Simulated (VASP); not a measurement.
# CdSe (F-43m) in VASP: a series of runs

One crystal, CdSe, is run at these levels: PBE; tasks: electric field gradients.

Everything below comes from runs of VASP 6.6.1. Logs are shortened: lines on timing, memory, paths and dates and some standing lists are left out, and cuts for length are marked.

### 1 The undisturbed crystal

The structure is cubic, space group F-43m (No. 216). The conventional cell has a = 6.141 Å, b = 6.141 Å, c = 6.141 Å, α = 90.00°, β = 90.00°, γ = 90.00°. Cd (site symmetry -43m) has 4 Se at 2.66 Å as nearest neighbours. Around Se (site symmetry -43m) lie 4 Cd at 2.66 Å.

Measurements of this composition are mostly on another form, of space group No. 186.

### 2 Electric field gradients, PBE (z stretched by +3 % at fixed volume)

INCAR reads:

```
SYSTEM = CdSe
ALGO     = Normal         ! electronic algorithm
EDIFF    = 1E-8           ! SCF threshold, eV
ENCUT    = 520            ! plane-wave cutoff, eV
GGA      = PE             ! functional
ISIF     = 2              ! what is computed and relaxed
ISMEAR   = -1             ! smearing method
LASPH    = .TRUE.         ! aspherical terms in the spheres
LCHARG   = .FALSE.        ! write CHGCAR
LEFG     = .TRUE.       
LREAL    = .FALSE.        ! projectors in reciprocal space
LWAVE    = .FALSE.        ! write WAVECAR
NBANDS   = 16             ! bands
NELM     = 60             ! most SCF steps
PREC     = Accurate       ! precision mode
SIGMA    = 0.03           ! smearing width, eV
```

KPOINTS reads:

```
k-points
0
G
  8 8 8
  0 0 0
```

POSCAR reads:

```
CdSe
1.0
    0.0000000000      3.0252281040      3.1623793346
    3.0252281040      0.0000000000      3.1623793346
    3.0252281040      3.0252281040      0.0000000000
Cd Se
1 1
Direct
    0.0000000000      0.0000000000      0.0000000000
    0.2500000000      0.2500000000      0.2500000000
```

Potentials or basis: VASP PAW PBE potentials, release 64 (Cd, Se).

Run with:

```sh
$ cat potpaw_PBE.64/Cd/POTCAR potpaw_PBE.64/Se/POTCAR > POTCAR
$ mpirun -np 1 vasp_std > vasp.out
```

OUTCAR:

```text
SYSTEM = CdSe
   EDIFF = 1E-8
   ENCUT = 520
   GGA = PE
   ISIF = 2
   ISMEAR = -1
   LASPH = .TRUE.
   LREAL = .FALSE.
   NELM = 60
   PREC = Accurate

 ion  position               nearest neighbor table
   1  0.000  0.000  0.000-   2 2.66   2 2.66   2 2.66   2 2.66
   2  0.250  0.250  0.250-   1 2.66   1 2.66   1 2.66   1 2.66

  LATTYP: Found a body centered tetragonal cell.
 ALAT       =     4.2783186139
 C/A-ratio  =     1.4783281097

  Lattice vectors:

 A1 = (  -3.0252281040,   0.0000000000,   3.1623793346)
 A2 = (   3.0252281040,   0.0000000000,   3.1623793346)
 A3 = (   0.0000000000,   3.0252281040,  -3.1623793346)

Analysis of symmetry for initial positions (statically):
=====================================================================
 Subroutine PRICEL returns:
 Original cell was already a primitive cell.

 Routine SETGRP: Setting up the symmetry group for a
 body centered tetragonal supercell.

 Subroutine GETGRP returns: Found  8 space group operations
 (whereof  8 operations were pure point group operations)
 out of a pool of 16 trial point group operations.

The static configuration has the point symmetry D_2d.

Analysis of symmetry for dynamics (positions and initial velocities):
=====================================================================
 Subroutine PRICEL returns:
 Original cell was already a primitive cell.

 Routine SETGRP: Setting up the symmetry group for a
 body centered tetragonal supercell.

 Subroutine GETGRP returns: Found  8 space group operations
 (whereof  8 operations were pure point group operations)
 out of a pool of 16 trial point group operations.

The dynamic configuration has the point symmetry D_2d.

 Subroutine INISYM returns: Found  8 space group operations
 (whereof  8 operations are pure point group operations),
 and found     1 'primitive' translations

----------------------------------------------------------------------------------------

                                     Primitive cell

  volume of cell :      57.8842

  direct lattice vectors                    reciprocal lattice vectors
     0.000000000  3.025228104  3.162379335    -0.165276793  0.165276793  0.158108799
     3.025228104  0.000000000  3.162379335     0.165276793 -0.165276793  0.158108799
     3.025228104  3.025228104  0.000000000     0.165276793  0.165276793 -0.158108799

  length of vectors
     4.376373857  4.376373857  4.278318614     0.282190059  0.282190059  0.282190059

  position of ions in fractional coordinates (direct lattice)
     0.000000000  0.000000000  0.000000000
     0.250000000  0.250000000  0.250000000

  ion indices of the primitive-cell ions
   primitive index   ion index
                 1           1
                 2           2

----------------------------------------------------------------------------------------

 KPOINTS: k-points

Automatic generation of k-mesh.
 Grid dimensions read from file:
 generate k-points for:    8    8    8

 Generating k-lattice:

  Cartesian coordinates                     Fractional coordinates (reciprocal lattice)
    -0.020659599  0.020659599  0.019763600     0.125000000 -0.000000000  0.000000000
     0.020659599 -0.020659599  0.019763600    -0.000000000  0.125000000  0.000000000
     0.020659599  0.020659599 -0.019763600     0.000000000  0.000000000  0.125000000

  Length of vectors
     0.035273757  0.035273757  0.035273757

  Shift w.r.t. Gamma in fractional coordinates (k-lattice)
     0.000000000  0.000000000  0.000000000

 Subroutine IBZKPT returns following result:
 ===========================================

 Found     59 irreducible k-points:

 Following reciprocal coordinates:
            Coordinates               Weight
  0.000000  0.000000  0.000000      1.000000
  0.125000 -0.000000  0.000000      8.000000
  0.250000 -0.000000  0.000000      8.000000
  0.375000 -0.000000  0.000000      8.000000
  0.500000 -0.000000  0.000000      4.000000
  0.125000  0.125000  0.000000      2.000000
[... 16 lines left out ...]
  0.250000 -0.000000  0.125000     16.000000
  0.375000 -0.000000  0.125000     16.000000
 [... further k-points ...]
   k-points           NKPTS =     59   k-points in BZ     NKDIM =     59   number of bands    NBANDS=     16
   number of dos      NEDOS =    301   number of ions     NIONS =      2
   total plane-waves  NPLWV =  41472
   dimension x,y,z NGX =    36 NGY =   36 NGZ =   32
   dimension x,y,z NGXF=    72 NGYF=   72 NGZF=   64
   ions per type =               1   1
   NGX,Y,Z   is equivalent  to a cutoff of  13.68, 13.68, 12.43 a.u.
   NGXF,Y,Z  is equivalent  to a cutoff of  27.35, 27.35, 24.87 a.u.
 SYSTEM =  CdSe
   PREC   = accura    normal or accurate (medium, high low for compatibility)
   ISTART =      0    job   : 0-new  1-cont  2-samecut
   ICHARG =      2    charge: 1-file 2-atom 10-const
   ISPIN  =      1    spin polarized calculation?
   LNONCOLLINEAR =      F non collinear calculations
   LSORBIT =      F    spin-orbit coupling
   LASPH  =      T    aspherical Exc in radial PAW
   ENCUT  =  520.0 eV  38.22 Ry    6.18 a.u.   8.14  8.14  7.95*2*pi/ulx,y,z
   NELM   =     60;   NELMIN=  2; NELMDL= -5     # of ELM steps
   EDIFF  = 0.1E-07   stopping-criterion for ELM
   LREAL  =      F    real-space projection
   EDIFFG = 0.1E-06   stopping-criterion for IOM
   NSW    =      0    number of steps for IOM
   IBRION =     -1    ionic relax: 0-MD 1-quasi-New 2-CG
   NFREE  =      0    steps in history (QN), initial steepest desc. (CG)
   ISIF   =      2    stress and relaxation
   ISYM   =      2    0-nonsym 1-usesym 2-fastsym
   POTIM  = 0.5000    time-step for ionic-motion
   TEBEG  =    0.0;   TEEND  =   0.0 temperature during run
   PSTRESS=    0.0 pullay stress
   NELECT =      18.0000    total number of electrons
   NUPDOWN=      -1.0000    fix difference up-down
   EMIN   =  10.00;   EMAX   =-10.00  energy-range for DOS
   EFERMI =   0.00;   METHOD = LEGACY
   ISMEAR =    -1;   SIGMA  =   0.03  broadening in eV -4-tet -1-fermi 0-gaus
   EFERMI_NEDOS =   21; number of points for ismear=-14 and -15
   IALGO  =     38    algorithm
   IMIX   =      4    mixing-type and parameters
     AMIX     =   0.40;   BMIX     =  1.00
     AMIX_MAG =   1.60;   BMIX_MAG =  1.00
  volume/ion in A,a.u.               =      28.94       195.31
  Fermi-wavevector in a.u.,A,eV,Ry     =   1.109121  2.095935 16.737199  1.230149
  Thomas-Fermi vector in A             =   2.245657
   LORBIT       =      0    0 simple, 1 ext, 2 COOP (PROOUT), +10 PAW based schemes
   GGA     = PE    functional components
   LHFCALC =     F    Hartree Fock is set to
   AEXX    =    0.0000 exact exchange contribution
   IVDW    =     0    specifies the selected vdW correction
   LEPSILON=     F    determine dielectric tensor
   LRPA    =     F    only Hartree local field effects (RPA)
 non-spin polarized calculation
  energy-cutoff  :      520.00
  volume of cell :       57.88
 maximum number of plane-waves:      1580
 NGX is ok and might be reduce to    36

 number of electron      18.0000001 magnetization

 Free energy of the ion-electron system (eV)
  ---------------------------------------------------
  ext. energy  EPLUGINS =         0.00000000
  ---------------------------------------------------
  free energy    TOTEN  =        -5.48640582 eV

  energy without entropy =       -5.48640496  energy(sigma->0) =       -5.48640539

 E-fermi :   1.0252     XC(G=0):  -8.7579

 val. band max:        0.7650490389   @ k =   0.0000   0.0000   0.0000
 cond. band min:       1.2610072317   @ k =   0.0000   0.0000   0.0000
 fundamental gap:      0.4959581928
 Fermi energy:         1.0251842700

 k-point     1 :       0.0000    0.0000    0.0000
  band No.  band energies     occupation
      1     -11.7150      2.00000
      2      -7.1359      2.00000
      3      -7.1154      2.00000
      4      -7.1154      2.00000
      5      -6.7845      2.00000
      6      -6.7753      2.00000
[... 8 lines left out ...]
     15      11.3805      0.00000
     16      12.0860      0.00000

 k-point     2 :       0.1250   -0.0000    0.0000
  band No.  band energies     occupation
      1     -11.6647      2.00000
      2      -7.1156      2.00000
      3      -7.0995      2.00000
      4      -7.0742      2.00000
      5      -6.7838      2.00000
      6      -6.7773      2.00000
[... 8 lines left out ...]
     15      11.1750      0.00000
     16      11.2441      0.00000
[... 387 lines left out ...]
      5      -6.7870      2.00000
      6      -6.7637      2.00000
[... 8 lines left out ...]
     15      11.4740      0.00000
     16      12.2231      0.00000

 k-point    24 :       0.3750   -0.0000    0.1250
  band No.  band energies     occupation
      1     -11.4236      2.00000
      2      -7.0438      2.00000
      3      -7.0216      2.00000
      4      -6.8290      2.00000
      5      -6.7578      2.00000
      6      -6.6888      2.00000
[... 8 lines left out ...]
     15      11.7194      0.00000
     16      12.2978      0.00000

 [... further k-points ...]
[... 5 lines left out ...]
  --------------------------------------------------------------------------------------
  -------------------------------------------------------------------------------------
  Total        0.6448737      0.6448737      0.3610314      0.0000000      0.0000000      0.0000000
  in kB       17.8494575     17.8494575      9.9929876      0.0000000      0.0000000      0.0000000
  external PRESSURE =      15.2306342 kB  Pullay stress =       0.0000000 kB

 VOLUME and BASIS-vectors are now :
 -----------------------------------------------------------------------------
  energy-cutoff  :      520.00
  volume of cell :       57.88
      direct lattice vectors                 reciprocal lattice vectors
     0.000000000  3.025228104  3.162379335    -0.165276793  0.165276793  0.158108799
     3.025228104  0.000000000  3.162379335     0.165276793 -0.165276793  0.158108799
     3.025228104  3.025228104  0.000000000     0.165276793  0.165276793 -0.158108799

 POSITION                                       TOTAL-FORCE (eV/Angst)
 -----------------------------------------------------------------------------------
      0.00000      0.00000      0.00000        -0.000000     -0.000000     -0.000000
      1.51261      1.51261      1.58119         0.000000      0.000000      0.000000
 -----------------------------------------------------------------------------------
    total drift:                               -0.000000     -0.000000     -0.000002

  FREE ENERGIE OF THE ION-ELECTRON SYSTEM (eV)
  ---------------------------------------------------
  free  energy   TOTEN  =        -5.4864058205 eV

  energy  without entropy=       -5.4864049638  energy(sigma->0) =       -5.48640539

 Electric field gradients (V/A^2)
---------------------------------------------------------------------
 ion       V_xx      V_yy      V_zz      V_xy      V_xz      V_yz
---------------------------------------------------------------------
   1       6.337     6.337   -12.674    -0.002    -0.000    -0.000
   2      -9.067    -9.067    18.133     0.000     0.000     0.000
---------------------------------------------------------------------

 Electric field gradients after diagonalization (V/A^2)
 (convention: |V_zz| > |V_xx| > |V_yy|)
----------------------------------------------------------------------
 ion       V_xx      V_yy      V_zz     asymmetry (V_yy - V_xx)/ V_zz
----------------------------------------------------------------------
   1       6.339     6.335   -12.674       0.000
   2      -9.067    -9.066    18.133       0.000
----------------------------------------------------------------------

           NMR quadrupolar parameters

 Cq : quadrupolar parameter    Cq=e*Q*V_zz/h
 eta: asymmetry parameters     (V_yy - V_xx)/ V_zz
 Q  : nuclear electric quadrupole moment in mb (millibarn)
----------------------------------------------------------------------
 ion       Cq(MHz)       eta       Q (mb)
----------------------------------------------------------------------
   1      -0.031       0.000       1.000
   2       0.044       0.000       1.000
----------------------------------------------------------------------
```

It took 24 s on 1 thread of Intel Xeon 6975P-C (Granite Rapids), shared host; peak memory 0.23 GiB.

What came out:

```
Free energy            : -5.4864 eV
Pressure               : 1.5 GPa
Band gap on the k mesh : 0.50 eV, direct
```

Electric field gradients, principal values (V/Å²):
```csv
atom,Vxx,Vyy,Vzz
1 Cd,6.335,6.339,-12.674
2 Se,-9.066,-9.067,18.133
```

(Part 1 of 2 ends here.)
